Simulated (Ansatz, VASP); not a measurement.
## Two plane-wave programs on GaN

The input INCAR:

```
PREC = Accurate
ENCUT = 520
EDIFF = 1E-7
ISMEAR = -1
SIGMA = 0.05
LREAL = False
LASPH = True
NELM = 80
ALGO = Normal
ISIF = 2
LWAVE = False
LCHARG = False
GGA = PS
NBANDS = 16
```

Contents of KPOINTS:

```
regular mesh
0
Gamma
  10 10 10
```

File POSCAR:

```
GaN
1.0
    0.0000000000      2.2976981147      2.2976981147
    2.2976981147      0.0000000000      2.2976981147
    2.2976981147      2.2976981147      0.0000000000
Ga N
1 1
Direct
    0.0000000000      0.0000000000      0.0000000000
    0.2500000000      0.2500000000      0.2500000000
```

input.yaml

```yaml
crystal:
  lattice:
    - [0.0, 2.2976981147, 2.2976981147]
    - [2.2976981147, 0.0, 2.2976981147]
    - [2.2976981147, 2.2976981147, 0.0]
  atoms:
    - { symbol: Ga, position: [0.0, 0.0, 0.0] }
    - { symbol: "N", position: [0.25, 0.25, 0.25] }
hamiltonian:
  xc: pbesol
  pseudopotentials: { kind: paw }
kpoints:
  mp_grid: { grid: [10, 10, 10] }
scf:
  occupations: { method: fermi_dirac, width: 0.05 }
output:
  forces: true
  stress: true
  eigenvalues: true
```

Change from the starting cell: volume scaled by 1.06.

Alike in both runs: task single point; functional PBEsol; k mesh 10 × 10 × 10; occupations fermi-dirac, width 0.05 eV; no spin polarisation.

|  | VASP | Ansatz |
| --- | --- | --- |
| version | VASP 6.6.1 | Ansatz 0.2.0 |
| potentials or method | VASP PAW PBE potentials, release 64 (Ga_d, N) | Ansatz PAW |
| plane-wave cutoff (eV) | 520 | 420 |
| valence electrons in the cell | 18 | 18 |

Ansatz gave:

```
gap on the k mesh at the Fermi level (eV) : 1.29
least direct gap on the mesh (eV)         : 1.29
pressure (GPa)                            : -10.5
```

Question: Estimate VASP's values.

Answer: gap on the k mesh at the Fermi level (eV): 1.31; least direct gap on the mesh (eV): 1.31; pressure (GPa): -10.6.

Caveats: the PAW data sets were made with another functional, which shifts forces and pressure a little (VASP); the pressure holds a Pulay correction of +0.5 GPa for the finite cutoff (Ansatz); the PAW data sets come from PBE, with cores solved anew for the run's functional, which leaves a small shift of forces and pressure (Ansatz).
